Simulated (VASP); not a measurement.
Runs of VASP 6.6.1 on BaO. Symmetry: Fm-3m, No. 225, cubic system. The conventional cell has a = 5.581 Å, b = 5.581 Å, c = 5.581 Å, α = 90.00°, β = 90.00°, γ = 90.00°. Around Ba (site symmetry m-3m) lie 6 O at 2.79 Å. O (site symmetry m-3m) is surrounded by 6 Ba at 2.79 Å. The cell is a database's computed one.

```tsv
task	level	potentials or basis	cell	k mesh	cutoff (eV)	mesh quality	gap on the mesh (eV)	pressure (GPa)	relaxed volume (Å³/atom)
relaxation of cell and atoms	PBEsol	VASP PAW PBE potentials, release 64 (Ba_sv, O_s)	relaxed	8 × 8 × 8	480	not flagged	1.86	0.0	21.17
relaxation of cell and atoms	PBEsol	VASP PAW PBE potentials, release 64 (Ba_sv, O)	relaxed	8 × 8 × 8	580	not flagged	1.86	0.0	21.16
relaxation of cell and atoms	PBEsol	VASP PAW PBE potentials, release 64 (Ba_sv, O)	relaxed	4 × 4 × 4	600	coarse	1.85	0.0	21.17
relaxation of cell and atoms	PBEsol	VASP PAW PBE potentials, release 64 (Ba_sv, O)	relaxed	8 × 8 × 8	600	not flagged	1.86	0.0	21.16
relaxation of cell and atoms	RPBE	VASP PAW PBE potentials, release 64 (Ba_sv, O)	relaxed	8 × 8 × 8	600	not flagged	(c)	0.0	22.90
relaxation of cell and atoms	PBE+D3(BJ)	VASP PAW PBE potentials, release 64 (Ba_sv, O)	relaxed	8 × 8 × 8	600	not flagged	(a)	0.0	21.59
relaxation of cell and atoms	PBE	VASP PAW PBE potentials, release 64 (Ba_sv, O)	relaxed	8 × 8 × 8	600	not flagged	(b)	0.0	22.10
single point	PBEsol	VASP PAW PBE potentials, release 64 (Ba_sv, O)	as given	8 × 8 × 8	520	not flagged	1.95	-1.8	-
```

Alike in all rows: no spin polarisation; smearing gaussian 0.02 eV.

Task: Estimate the missing entries.

Result: (a) 2.03; (b) 2.10; (c) 2.31.

Caveats: some runs use coarse meshes; spin-orbit coupling is left out, which moves the levels of the heavy elements; the PAW data sets were made with another functional, which shifts forces and pressure a little (some runs).

A k mesh can miss the band edges, and the runs leave out spin-orbit coupling on Ba.
